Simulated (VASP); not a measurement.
Te2Pt:

```
Te Pt
1.0
     4.01000    0.00000    0.00000
    -2.00500    3.47276    0.00000
     0.00000    0.00000    5.20100
Te Pt
2 1
Direct
  0.33333 0.66667 0.25000
  0.66667 0.33333 0.75000
  0.00000 0.00000 0.00000
```

- Program: VASP 6.6.1
- Task: relaxation of cell and atoms
- Functional: PBE
- Dispersion: D3(BJ)
- Potentials or basis: VASP PAW PBE potentials, release 64 (Te, Pt)
- Cutoff: 520 eV
- k mesh: 9 × 9 × 6
- Occupations: gaussian, width 0.02 eV
- Spin: no spin polarisation

At the start: pressure 4.5 GPa; volume 24.14 Å³/atom.

How do energy, volume and symmetry change on relaxing?

Over 23 steps the energy falls by 32.4 meV/atom and the volume is 24.11 Å³/atom (-0.1 %); space group P-3m1 (No. 164, to 0.05 Å).

The path:
| step | energy change (eV) | largest force (eV/Å) | pressure (GPa) | volume (Å³) |
| --- | --- | --- | --- | --- |
| 1 | 0.0000 | 1.0506 | 4.54 | 72.43 |
| 2 | 0.0654 | 0.4480 | -7.02 | 79.84 |
| 3 | -0.0602 | 0.3580 | -0.93 | 75.29 |
| 4 | -0.0602 | 0.3699 | -0.84 | 75.23 |
| 5 | -0.0764 | 0.2805 | -0.62 | 74.43 |
| 6 | -0.0923 | 0.0723 | -0.05 | 73.00 |
| 7 | -0.0933 | 0.0091 | 0.20 | 72.50 |
| 8 | -0.0959 | 0.0979 | -0.43 | 72.58 |
| 9 | -0.0959 | 0.0983 | -0.43 | 72.58 |
| 10 | -0.0960 | 0.0235 | 0.66 | 71.74 |
| 11 | -0.0970 | 0.0360 | 0.12 | 72.15 |
| 12 | -0.0971 | 0.0230 | -0.04 | 72.29 |
| 13 | -0.0971 | 0.0232 | -0.04 | 72.29 |
| 14 | -0.0972 | 0.0061 | 0.09 | 72.24 |
| 15 | -0.0972 | 0.0014 | 0.06 | 72.26 |
| 16 | -0.0972 | 0.0037 | 0.00 | 72.33 |
| 17 | -0.0972 | 0.0041 | -0.01 | 72.34 |
| 18 | -0.0972 | 0.0032 | 0.01 | 72.34 |
| 19 | -0.0972 | 0.0029 | 0.01 | 72.33 |
| 20 | -0.0972 | 0.0022 | 0.01 | 72.33 |
| 21 | -0.0972 | 0.0032 | 0.02 | 72.33 |
| 22 | -0.0972 | 0.0037 | -0.03 | 72.36 |
| 23 | -0.0972 | 0.0018 | 0.00 | 72.34 |

Final structure:
```cif
data_structure
_symmetry_space_group_name_H-M 'P 1'
_symmetry_Int_Tables_number 1
_cell_length_a 4.0505
_cell_length_b 4.0505
_cell_length_c 5.0913
_cell_angle_alpha 90.000
_cell_angle_beta 90.000
_cell_angle_gamma 120.000
_cell_volume 72.34
loop_
_atom_site_label
_atom_site_type_symbol
_atom_site_fract_x
_atom_site_fract_y
_atom_site_fract_z
_atom_site_occupancy
Te1 Te 0.33333 0.66667 0.26647 1
Te2 Te 0.66667 0.33333 0.73353 1
Pt1 Pt 0.00000 0.00000 0.00000 1
```

Caveat: pairwise dispersion overbinds metals, which lowers pressure and volume.
